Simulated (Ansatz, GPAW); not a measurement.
This is a calculation of TaN for GPAW 26.7.0 (ASE script). The cell comes from a database or a generator and needn't be the stable form of this composition.

The input run.py:

```python
from ase.dft.bandgap import bandgap
from ase.io import read, write
from ase.units import GPa
from gpaw import GPAW, PW

atoms = read('TaN.xyz')

calc = GPAW(mode=PW(800),
            xc='PBE',
            kpts={'size': (10, 10, 10), 'gamma': True},
            occupations={'name': 'methfessel-paxton', 'order': 0, 'width': 0.018000000000000002},
            nbands=19,
            convergence={'density': 1e-05, 'energy': 1e-05},
            maxiter=150,
            txt='gpaw.txt')
atoms.calc = calc
energy = atoms.get_potential_energy()
forces = atoms.get_forces()
stress = atoms.get_stress()
calc.write('gs.gpw')
write('result.traj', atoms)
print(f'Energy: {energy:.6f} eV')
print('Forces (eV/A):')
print(forces.round(4))
print('Stress (GPa):', (stress / GPa).round(3))
print('Fermi level:', round(calc.get_fermi_level(), 4), 'eV')
print(f'Gap: {bandgap(calc)[0]:.4f} eV, direct: {bandgap(calc, direct=True)[0]:.4f} eV')
```

The input TaN.xyz:

```xyz
2
Lattice="0.0000000000 2.2113230000 2.2113230000 2.2113230000 0.0000000000 2.2113230000 2.2113230000 2.2113230000 0.0000000000" Properties=species:S:1:pos:R:3 pbc="T T T"
Ta     2.2113230000      2.2113230000      2.2113230000
N      0.0000000000      0.0000000000      0.0000000000
```

Potentials or basis: GPAW PAW data sets (gpaw-data 1.2.1), pw.

Command:

```sh
$ OMP_NUM_THREADS=1 python run.py
```

Task: Set up the same calculation for Ansatz 0.2.0. Potentials or basis there: all-electron LAPW, scalar-relativistic.

Result: As run (cutoffs and basis follow the program's own potentials, and thresholds, step limits or extra output files can differ):

The input input.yaml:

```yaml
crystal:
  lattice:
    - [0.0, 2.211323, 2.211323]
    - [2.211323, 0.0, 2.211323]
    - [2.211323, 2.211323, 0.0]
  atoms:
    - { symbol: Ta, position: [0.5, 0.5, 0.5] }
    - { symbol: "N", position: [0.0, 0.0, 0.0] }
kpoints:
  mp_grid: { grid: [10, 10, 10] }
scf:
  occupations: { method: gaussian, width: 0.018 }
hamiltonian:
  xc: pbe
  pseudopotentials: { kind: all_electron, lapw: { basis_error: 0.001 } }
output:
  forces: true
  stress: true
  eigenvalues: true
```

Potentials or basis: all-electron LAPW, scalar-relativistic.

Launch:

```console
$ ansatz run input.yaml --threads 1 --pin off --max-ram 3072MiB --backend cpu --events-out ev --progress --plain --runs-dir out
```

Both were run:

|  | GPAW | Ansatz |
| --- | --- | --- |
| Pressure | -1.6 GPa | -1.2 GPa |

Where Ansatz's input types no cutoff or centring, it takes its own default and a Γ-centred mesh.

Pressure is positive in compression.
